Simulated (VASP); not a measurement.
The system is In.

```xyz
1
Lattice="-1.6255 1.6255 2.4737 1.6255 -1.6255 2.4737 1.6255 1.6255 -2.4737" Properties=species:S:1:pos:R:3 pbc="T T T"
In    0.0000    0.0000    0.0000
```

Base run:

```yaml
Program: VASP 6.6.1
Functional: PBE
Potentials_or_basis: VASP PAW PBE potentials, release 64 (In_d)
Cutoff: 520 eV
k_mesh: 14 × 14 × 14
Occupations: fermi-dirac, width 0.05 eV
Spin: no spin polarisation
```

Its results: band gap on the k mesh none (metal or under the smearing width); pressure 1.9 GPa.

Question: The run is repeated on the same cell with these changes: functional from PBE to r2SCAN; further incar settings from ALGO = Fast; EDIFF = 1e-07 to ALGO = Normal; EDIFF = 1e-07. What comes out?

Answer: Band gap on the k mesh none (metal or under the smearing width); pressure 0.2 GPa.

Caveats: the PAW data sets were made with another functional, which shifts forces and pressure a little (some runs).

Not every run made on this cell is shown here.
